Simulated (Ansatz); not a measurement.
# AlN: the cost of one run

Computed with Ansatz 0.2.0 (DFT PBE, scalar-relativistic, plane waves, PAW, unless a step's input says otherwise).

The COD entry's cell or inner coordinates are ideal or old and differ from later refinements, so a difference from it is no clean test against experiment.

1 further run of the same task is left out (set aside as unsound or not needed).

## 1. Starting point

It takes space group P6_3mc (No. 186, hexagonal). The conventional cell has a = 3.130 Å, b = 3.130 Å, c = 5.018 Å, α = 90.00°, β = 90.00°, γ = 120.00°. Al (site symmetry 3m) is surrounded by 4 N at 1.90 to 1.91 Å. N (site symmetry 3m) is surrounded by 4 Al at 1.90 to 1.91 Å.

As a file:

```xyz
4
Lattice="3.1302 0.0000 0.0000 -1.5651 2.7109 0.0000 0.0000 0.0000 5.0180" Properties=species:S:1:pos:R:3 pbc="T T T"
Al    0.0000    1.8072   -0.0039
Al    1.5651    0.9036    2.5051
N     0.0000    1.8072    1.9107
N     1.5651    0.9036    4.4197
```

This cell was relaxed beforehand with the same method: volume 10.65 Å³/atom, gap on the mesh 4.03 eV.

## 2. Electronic structure at the relaxed geometry

input.yaml

```yaml
crystal:
  lattice:
    - [3.1302469248, 0.0, 0.0]
    - [-1.5651234624, 2.710873357, 0.0]
    - [0.0, 0.0, 5.0179926668]
  atoms:
    - { symbol: Al, position: [0.3333333333, 0.6666666667, -0.0007707949] }
    - { symbol: Al, position: [0.6666666667, 0.3333333333, 0.4992292051] }
    - { symbol: "N", position: [0.3333333333, 0.6666666667, 0.3807707949] }
    - { symbol: "N", position: [0.6666666667, 0.3333333333, 0.8807707949] }
basis:
  ecutwfc: 420
kpoints:
  mp_grid: { grid: [12, 12, 6] }
  band_path:
    path:
      - [[0.0, 0.0, 0.0], [0.5, 0.0, 0.0], [0.33333333, 0.33333333, 0.0], [0.0, 0.0, 0.0], [0.0, 0.0, 0.5], [0.5, 0.0, 0.5], [0.33333333, 0.33333333, 0.5], [0.0, 0.0, 0.5]]
      - [[0.5, 0.0, 0.5], [0.5, 0.0, 0.0]]
      - [[0.33333333, 0.33333333, 0.5], [0.33333333, 0.33333333, 0.0]]
    npoints: 14
hamiltonian:
  xc: pbe
scf:
  occupations: { method: gaussian, width: 0.02 }
  n_extra_bands: 10
output:
  forces: true
  stress: true
  eigenvalues: true
  populations: true
  dos: { projected: true, de: 0.02, nscf_kmesh: { grid: [18, 18, 9] } }
  bader: true
  write_density: true
  write_potential: true
  elf: true
  volumetric_format: npy
```

On the command line:

```bash
ansatz run input.yaml --threads 1 --pin off --max-ram 2560MiB --backend cpu --events-out ev --progress --plain --runs-dir out
```

What time and memory should one allow on 1 thread of Intel Xeon Platinum 8259CL at 2.50GHz (Skylake/Cascade Lake), shared host?

About 92 s, with a peak of 0.41 GiB.
